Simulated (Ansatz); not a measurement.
# Hg (I4/mmm) in Ansatz: further runs

One crystal, Hg, is run at these levels: revPBE, PBE+D4, LDA; tasks: density of states, ladder of functionals.

All numbers are computed with Ansatz 0.2.0; they aren't measurements. Logs are shortened: lines on timing, memory, paths and dates and some standing lists are left out, and cuts for length are marked.

**1. Starting point**

Symmetry: I4/mmm, No. 139, tetragonal system. The conventional cell has a = 3.753 Å, b = 3.753 Å, c = 3.834 Å, α = 90.00°, β = 90.00°, γ = 90.00°. Hg (site symmetry 4/mmm) is surrounded by 12 Hg at 3.27 to 3.75 Å.

**2. Density of states, revPBE (volume scaled by 0.96)**

run.py reads:

```python
import json

import ase.io
import numpy as np
import spglib

import ansatz as az

atoms = ase.io.read("Hg.cif")
cell, frac, numbers = spglib.find_primitive((atoms.cell[:], atoms.get_scaled_positions(), atoms.numbers), symprec=1e-5)
atoms = ase.Atoms(numbers, cell=cell, scaled_positions=frac, pbc=True)

calculation = (
    az.Crystal.from_ase(atoms)
    .calculation()
    .kpoints(8, 8, 8)
    .functional("revpbe")
    .pseudopotentials(kind="nc")
    .scf(extra_bands=6)
    .occupations(method="fermi_dirac", width=0.01)
    .density_of_states(energy_step=0.05, projected=False, nscf_kmesh=(15, 15, 15))
    .forces()
    .stress()
    .band_table(publish=True)
)
outcome = calculation.run(threads=2, events_out="events.jsonl")

report = outcome.report
for line in open("events.jsonl"):
    event = json.loads(line)
    if event["event"] == "scf_iter":
        d = event["data"]
        print(f"SCF {d['iter']:3d}  HF = {d['harris_foulkes_ev']:.6f} eV  dr2 = {d['dr2_ev']:.2e} eV")
    elif event["event"] in ("relax_step", "md_step"):
        d = event["data"]
        print(f"{event['event']} {d['step']:3d}  E = {d['lagrangian_ev']:.6f} eV")
np.set_printoptions(precision=5, suppress=True, linewidth=110)
print("converged:", report["converged"], "after", report["n_iterations"], "iterations")
print(f"free energy {report['free_energy_ev']:.6f} eV, Fermi level {report['fermi_energy_ev']:.4f} eV")
for key in ("band_edges_ev", "magnetization_mub", "site_moments_mub", "site_moments_nc_mub", "forces_ev_ang",
                "stress_gpa"):
    if report.get(key) is not None:
        print(key, np.array(report[key]), sep="\n")
```

Hg.cif reads:

```cif
data_Hg
_cell_length_a 3.70274405
_cell_length_b 3.70274405
_cell_length_c 3.78187674
_cell_angle_alpha 90.00000000
_cell_angle_beta 90.00000000
_cell_angle_gamma 90.00000000
_space_group_name_H-M_alt 'I4/mmm'
_space_group_name_Hall '-I 4 2'
_space_group_IT_number 139
loop_
_space_group_symop_operation_xyz
'x,y,z'
'-x,-y,-z'
'-y,x,z'
'y,-x,-z'
'-x,-y,z'
'x,y,-z'
'y,-x,z'
'-y,x,-z'
'x,-y,-z'
'-x,y,z'
'-y,-x,-z'
'y,x,z'
'-x,y,-z'
'x,-y,z'
'y,x,-z'
'-y,-x,z'
'x+1/2,y+1/2,z+1/2'
'-x+1/2,-y+1/2,-z+1/2'
'-y+1/2,x+1/2,z+1/2'
'y+1/2,-x+1/2,-z+1/2'
'-x+1/2,-y+1/2,z+1/2'
'x+1/2,y+1/2,-z+1/2'
'y+1/2,-x+1/2,z+1/2'
'-y+1/2,x+1/2,-z+1/2'
'x+1/2,-y+1/2,-z+1/2'
'-x+1/2,y+1/2,z+1/2'
'-y+1/2,-x+1/2,-z+1/2'
'y+1/2,x+1/2,z+1/2'
'-x+1/2,y+1/2,-z+1/2'
'x+1/2,-y+1/2,z+1/2'
'y+1/2,x+1/2,-z+1/2'
'-y+1/2,-x+1/2,z+1/2'
loop_
_atom_site_label
_atom_site_type_symbol
_atom_site_symmetry_multiplicity
_atom_site_Wyckoff_symbol
_atom_site_fract_x
_atom_site_fract_y
_atom_site_fract_z
_atom_site_occupancy
Hg1 Hg 2 b 0.0000000000 0.0000000000 0.5000000000 1
```

Potentials or basis: Ansatz NC.

Run with:

```console
python run.py
```

Standard output:

```text
DeckWarning: basis.ecutwfc = 897.975746 eV, auto-derived from the records' recommended cutoffs: set by Hg (normal level)
PlacementWarning: RAYON_NUM_THREADS=2 ignored (pool sized by the plan → 2); use plan(threads=…)
SCF   1  HF = -4531.464371 eV  dr2 = 5.42e-02 eV
SCF   2  HF = -4531.454811 eV  dr2 = 5.46e-03 eV
SCF   3  HF = -4531.454773 eV  dr2 = 1.05e-03 eV
SCF   4  HF = -4531.455145 eV  dr2 = 7.19e-06 eV
SCF   5  HF = -4531.455156 eV  dr2 = 6.01e-07 eV
SCF   6  HF = -4531.455156 eV  dr2 = 1.71e-09 eV
converged: True after 6 iterations
free energy -4531.455156 eV, Fermi level 12.8464 eV
magnetization_mub
0.0
forces_ev_ang
[[-0.  0.  0.]]
stress_gpa
[[ 4.20935  0.       0.     ]
 [ 0.       4.20935 -0.     ]
 [ 0.      -0.       4.19668]]
```

dos.tsv:

```text
# E-E_F[eV]	g_bin_mean(E)[states/eV]	N(E)
# format = ansatz-dos/2
# fermi_ev = 13.180452
# fermi_mp_grid = 15 15 15
# fermi_mp_shift = 0 0 0
# nscf_kmesh_grid = 15 15 15
# nscf_kmesh_shift = 0 0 0
# tetrahedron_fermi_ev = 13.237403
# g_bin_mean(E): the states in a bin one row spacing wide, centred on E, divided by that spacing. States that the method places at a single energy (under output.dos.method: tetrahedron, those of a tetrahedron whose four corners have one energy) are counted whole in the row whose bin holds that energy (on the edge of two bins, in the lower row). The sum of g_bin_mean over a run of rows, times the row spacing, is the number of states from half a spacing under the first of them to half a spacing over the last (a plain sum, not the trapezoid rule).
-115.088814	0.000000e0	0.000000e0
-115.038814	0.000000e0	0.000000e0
-114.988814	0.000000e0	0.000000e0
-114.938814	0.000000e0	0.000000e0
-114.888814	0.000000e0	0.000000e0
-114.838814	0.000000e0	0.000000e0
[... 2744 lines left out ...]
22.411186	0.000000e0	3.200000e1
22.461186	0.000000e0	3.200000e1
```

engine_input.yaml:

```text
crystal:
  lattice:
    - [-1.8513720250000003, 1.8513720250000003, 1.89093837]
    - [1.8513720250000003, -1.8513720250000003, 1.89093837]
    - [1.8513720250000003, 1.8513720250000003, -1.89093837]
  atoms:
    - { symbol: Hg, position: [0.5, 0.5, 0.0] }
kpoints:
  mp_grid:
    grid: [8, 8, 8]
hamiltonian:
  xc: revpbe
  pseudopotentials:
    kind: nc
scf:
  n_extra_bands: 6
  occupations:
    method: fermi_dirac
    width: 0.01
output:
  dos:
    de: 0.05
    projected: false
    nscf_kmesh:
      grid: [15, 15, 15]
  forces: true
  stress: true
  eigenvalues: true
```

Wall time 6.8 s (2 threads of AMD EPYC 7R43 (Zen 3), shared host); peak memory 0.51 GiB.

The run converged, but some of its settings lie outside the range that counts as converged (typed here: kpoints.mp_grid.grid = 8 × 8 × 8), so its numbers aren't taken as properties of the crystal.

What came out:

```
Free energy                          : -4531.4552 eV
Pressure                             : 4.2 GPa
Band gap on the k mesh               : none (metal or under the smearing width)
Density of states at the Fermi level : 0.21 states/eV per cell
```

Caveat: the potentials were made for another functional, which shifts forces and pressure.

**3. Density of states, PBE+D4**

run.py, as its differences from that of step 2:

```diff
@@ -4,3 +4,2 @@
 import numpy as np
-import spglib
 
@@ -9,4 +8,3 @@
 atoms = ase.io.read("Hg.cif")
-cell, frac, numbers = spglib.find_primitive((atoms.cell[:], atoms.get_scaled_positions(), atoms.numbers), symprec=1e-5)
-atoms = ase.Atoms(numbers, cell=cell, scaled_positions=frac, pbc=True)
+atoms.info.pop("occupancy", None)
 
@@ -15,7 +13,7 @@
     .calculation()
-    .kpoints(8, 8, 8)
-    .functional("revpbe")
-    .pseudopotentials(kind="nc")
+    .kpoints(10, 10, 10)
+    .functional("pbe", dispersion="d4")
+    .pseudopotentials(kind="nc", source="spms")
     .scf(extra_bands=6)
-    .occupations(method="fermi_dirac", width=0.01)
+    .occupations(method="methfessel_paxton", width=0.1)
     .density_of_states(energy_step=0.05, projected=False, nscf_kmesh=(15, 15, 15))
```

Hg.cif reads:

```cif
data_Hg
_cell_length_a 3.27392326
_cell_length_b 3.27392326
_cell_length_c 3.27392326
_cell_angle_alpha 110.04737069
_cell_angle_beta 110.04737069
_cell_angle_gamma 108.32496550
_space_group_name_H-M_alt 'P1'
_space_group_name_Hall 'P 1'
_space_group_IT_number 1
loop_
_space_group_symop_operation_xyz
'x,y,z'
loop_
_atom_site_label
_atom_site_type_symbol
_atom_site_symmetry_multiplicity
_atom_site_Wyckoff_symbol
_atom_site_fract_x
_atom_site_fract_y
_atom_site_fract_z
_atom_site_occupancy
Hg1 Hg 1 a 0.5000000000 0.5000000000 0.0000000000 1
```

Potentials or basis: SPMS NC.

Run with:

```console
python run.py
```

It took 5.5 s on 2 threads of AMD EPYC 7R43 (Zen 3), shared host; peak memory 0.45 GiB.

Results (log left out):

* Free energy: -4446.9808 eV
* Pressure: -0.7 GPa
* Band gap on the k mesh: none (metal or under the smearing width)
* Density of states at the Fermi level: 0.17 states/eV per cell

Stress tensor (GPa, compression positive):
```
-0.75  0.05  0.00
 0.05 -0.71  0.00
 0.00  0.00 -0.78
```

Levels at points of the mesh, in eV from the Fermi level:
| k point | band 6 | band 7 | band 8 | band 9 | band 10 | band 11 | band 12 | band 13 | band 14 | band 15 |
| --- | --- | --- | --- | --- | --- | --- | --- | --- | --- | --- |
| (0.00, 0.00, 0.00) | -6.65 | -6.65 | -6.61 | -5.98 | -5.93 | 14.07 | 14.24 | 14.24 | 14.37 | 14.72 |
| (0.00, 0.00, -0.50) | -7.02 | -5.97 | -5.91 | -5.45 | -1.40 | -0.74 | 8.51 | 9.37 | 13.22 | 14.27 |
| (0.00, -0.50, 0.00) | -6.96 | -6.03 | -5.92 | -5.46 | -1.52 | -0.81 | 8.84 | 9.71 | 13.63 | 14.57 |
| (-0.50, -0.50, -0.50) | -7.16 | -5.58 | -5.57 | -5.57 | 2.31 | 3.53 | 3.96 | 3.96 | 9.38 | 9.65 |

States per cell in windows of 0.5 eV (zero at the Fermi level; states under -8 eV left out):
| from (eV) | total |
| --- | --- |
| -8.0 | 0.03 |
| -7.5 | 1.01 |
| -7.0 | 3.18 |
| -6.5 | 3.39 |
| -6.0 | 2.62 |
| -5.5 | 0.12 |
| -5.0 | 0.12 |
| -4.5 | 0.13 |
| -4.0 | 0.14 |
| -3.5 | 0.15 |
| -3.0 | 0.17 |
| -2.5 | 0.20 |
| -2.0 | 0.27 |
| -1.5 | 0.27 |
| -1.0 | 0.09 |
| -0.5 | 0.08 |
| 0.0 | 0.11 |
| 0.5 | 0.14 |
| 1.0 | 0.20 |
| 1.5 | 0.28 |
| 2.0 | 0.22 |
| 2.5 | 0.19 |
| 3.0 | 0.22 |
| 3.5 | 0.23 |
| 4.0 | 0.25 |
| 4.5 | 0.25 |
| 5.0 | 0.26 |
| 5.5 | 0.25 |
| 6.0 | 0.26 |
| 6.5 | 0.27 |
| 7.0 | 0.27 |
| 7.5 | 0.29 |

Caveat: pairwise dispersion overbinds metals, which lowers pressure and volume.

**4. Density of states, PBE+D4**

input.yaml reads:

```yaml
crystal:
  lattice:
    - [3.27392326, 0.0, 0.0]
    - [-1.0293415076, 3.1078979348, 0.0]
    - [-1.1222908761, -1.5539489673, 2.6541061223]
  atoms:
    - { symbol: Hg, position: [0.5, 0.5, 0.0] }
hamiltonian:
  xc: pbe
  pseudopotentials: { kind: nc, source: spms }
  dispersion: d4
kpoints:
  mp_grid: { grid: [10, 10, 10] }
scf:
  occupations: { method: methfessel_paxton, width: 0.1 }
  n_extra_bands: 6
output:
  forces: true
  stress: true
  eigenvalues: true
  dos: { projected: false, de: 0.05, nscf_kmesh: { grid: [15, 15, 15] } }
```

Run with:

```console
ansatz run input.yaml --threads 2 --pin off --max-ram 5120MiB --backend cpu --events-out ev --progress --plain --runs-dir out
```

It took 4.5 s on 2 threads of AMD EPYC 7R43 (Zen 3), shared host; peak memory 0.38 GiB.

It converged, with:

```
Free energy                          : -4446.9808 eV
Pressure                             : -0.7 GPa
Band gap on the k mesh               : none (metal or under the smearing width)
Density of states at the Fermi level : 0.17 states/eV per cell
```

Stress tensor (GPa, compression positive):
```
-0.75  0.05  0.00
 0.05 -0.71  0.00
 0.00  0.00 -0.78
```

Levels at points of the mesh, in eV from the Fermi level:
| k point | band 8 | band 9 | band 10 | band 11 | band 12 | band 13 |
| --- | --- | --- | --- | --- | --- | --- |
| (0.00, 0.00, 0.00) | -6.61 | -5.98 | -5.93 | 14.07 | 14.24 | 14.24 |
| (0.00, 0.00, -0.50) | -5.91 | -5.45 | -1.40 | -0.74 | 8.51 | 9.37 |
| (0.00, -0.50, 0.00) | -5.92 | -5.46 | -1.52 | -0.81 | 8.84 | 9.71 |
| (-0.50, -0.50, -0.50) | -5.57 | -5.57 | 2.31 | 3.53 | 3.96 | 3.96 |

States per cell in windows of 1 eV (zero at the Fermi level; states under -8 eV left out):
```
from (eV)  total
     -8.0   1.04
     -7.0   6.57
     -6.0   2.74
     -5.0   0.25
     -4.0   0.30
     -3.0   0.37
     -2.0   0.54
     -1.0   0.18
      0.0   0.25
      1.0   0.48
      2.0   0.41
      3.0   0.45
      4.0   0.50
      5.0   0.51
      6.0   0.53
      7.0   0.56
```

Caveat: pairwise dispersion overbinds metals, which lowers pressure and volume. The run has no spin-orbit coupling, so splittings on Hg are missing.

[end of part 1 of 2]
